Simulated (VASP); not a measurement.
Here is a VASP 6.6.1 calculation.

File INCAR:

```
ALGO     = Fast           # electronic algorithm
EDIFF    = 1E-6           # SCF threshold, eV
ENCUT    = 520            # plane-wave cutoff, eV
GGA      = PE             # functional
ISIF     = 2              # what is computed and relaxed
ISMEAR   = 0              # smearing method
IVDW     = 12             # dispersion correction
LASPH    = T              # aspherical terms in the spheres
LCHARG   = F              # write CHGCAR
LREAL    = F              # projectors in reciprocal space
LWAVE    = F              # write WAVECAR
NBANDS   = 8              # bands
NELM     = 100            # most SCF steps
PREC     = Accurate       # precision mode
SIGMA    = 0.05           # smearing width, eV
```

Contents of KPOINTS:

```
k-points
0
Gamma
  20 20 20
```

File POSCAR:

```
P
1.0
   -1.6117973500      1.6117973500      1.6117973500
    1.6117973500     -1.6117973500      1.6117973500
    1.6117973500      1.6117973500     -1.6117973500
P
1
Direct
    0.0000000000      0.0000000000      0.0000000000
```

Potentials or basis: VASP PAW PBE potentials, release 64 (P).

Launch:

```bash
$ cat potpaw_PBE.64/P/POTCAR > POTCAR
$ mpirun -np 1 vasp_std > vasp.out
```

(1) What does it give for the band gap on the k mesh?

(2) Predict the dispersion energy per atom.

(3) Predict the pressure.

## Answers

(1) none (metal or under the smearing width).

(2) -0.416 eV.

(3) -15.7 GPa.

Caveat: so large a pressure means that the cell lies far from this level's equilibrium, or that cutoff or potentials fall short; pairwise dispersion overbinds metals, which lowers pressure and volume.
